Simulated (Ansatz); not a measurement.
## Structure optimisation: tellurium, hcp

All numbers below come from DFT, RPBE, plane waves (420 eV) with PAW, scalar-relativistic in Ansatz. (PAW data from PBE, frozen cores regenerated.)

k-point mesh 11×11×6, Fermi-Dirac smearing 0.1 eV, no spin polarisation. Cell and atoms relax.

Starting structure:

```cif
data_structure
_symmetry_space_group_name_H-M 'P 1'
_symmetry_Int_Tables_number 1
_cell_length_a 3.4421
_cell_length_b 3.4421
_cell_length_c 5.6209
_cell_angle_alpha 90.000
_cell_angle_beta 90.000
_cell_angle_gamma 120.000
_cell_volume 57.67
loop_
_atom_site_label
_atom_site_type_symbol
_atom_site_fract_x
_atom_site_fract_y
_atom_site_fract_z
_atom_site_occupancy
Te1 Te 0.33333 0.66667 0.25000 1
Te2 Te 0.66667 0.33333 0.75000 1
```

Question: What cell does the relaxation end in?

Answer: P6_3/mmc with a = 4.135 Å, c = 4.407 Å (c/a = 1.066); 32.63 Å³ per atom against 28.84 at the start (13.2 %).

The cell has left the hcp structure type; it ends in P6_3/mmc.

Question: How much energy does the relaxation gain?

Answer: 252.9 meV per atom.
